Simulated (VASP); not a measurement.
# CdF2: relaxation of cell and atoms with PBE

The system is CdF2.

```
CELL_PARAMETERS angstrom
0.00000 2.69400 2.69400
2.69400 0.00000 2.69400
2.69400 2.69400 0.00000
ATOMIC_POSITIONS crystal
Cd 0.00000 0.00000 0.00000
F 0.25000 0.25000 0.25000
F 0.75000 0.75000 0.75000
```

```
Program                : VASP 6.6.1
Task                   : relaxation of cell and atoms
Functional             : PBE
Potentials or basis    : VASP PAW PBE potentials, release 64 (Cd, F)
Cutoff                 : 600 eV
k mesh                 : 10 × 10 × 10
Occupations            : gaussian, width 0.03 eV
Spin                   : no spin polarisation
Further INCAR settings : ALGO = Normal; EDIFF = 1e-06; IBRION = 2; EDIFFG = -0.01; NSW = 90; ISIF = 3
```

```json
{"Relaxed volume": "13.78 Å³/atom", "Relaxed cell": "a = 3.882 Å, b = 3.882 Å, c = 3.882 Å, α = 60.00°, β = 60.00°, γ = 60.00°", "Space group after relaxing (to 0.05 Å)": "Fm-3m (No. 225)", "Energy gained by relaxing": "13.4 meV/atom", "Ionic steps": "3", "Pressure after relaxing": "0.0 GPa", "Band gap on the k mesh": "2.88 eV, indirect (least direct gap 3.43 eV)"}
```

The path:
```
step  energy change (eV)  largest force (eV/Å)  pressure (GPa)  volume (Å³)
   1              0.0000                0.0000            6.03        39.10
   2             -0.0378                0.0000           -1.27        41.95
   3             -0.0401                0.0000            0.02        41.35
```

Final structure:
```
Cd F
1.0
     0.00000    2.74473    2.74473
     2.74473    0.00000    2.74473
     2.74473    2.74473    0.00000
Cd F
1 2
Direct
  0.00000 0.00000 0.00000
  0.25000 0.25000 0.25000
  0.75000 0.75000 0.75000
```

Levels at points of the mesh, in eV from the valence-band top:
```csv
k point,band 9,band 10,band 11,band 12,band 13,band 14,band 15,band 16,band 17
"(0.00, 0.00, 0.00)",-0.83,-0.83,-0.56,-0.56,-0.56,2.88,12.44,12.44,12.44
"(0.50, 0.00, 0.00)",-2.03,-1.63,-1.63,-0.42,-0.42,6.76,8.97,14.02,14.02
"(0.50, 0.50, 0.00)",-2.67,-2.67,-0.39,-0.08,-0.08,7.55,9.36,11.81,13.79
```

Run time: 31 s on 2 MPI ranks on Intel(R) Xeon(R) Platinum 8559C (Emerald Rapids), on a shared host, peak memory 0.18 GiB a rank.

A k mesh can miss the band edges. As with any semilocal functional, this PBE gap is likely too small.
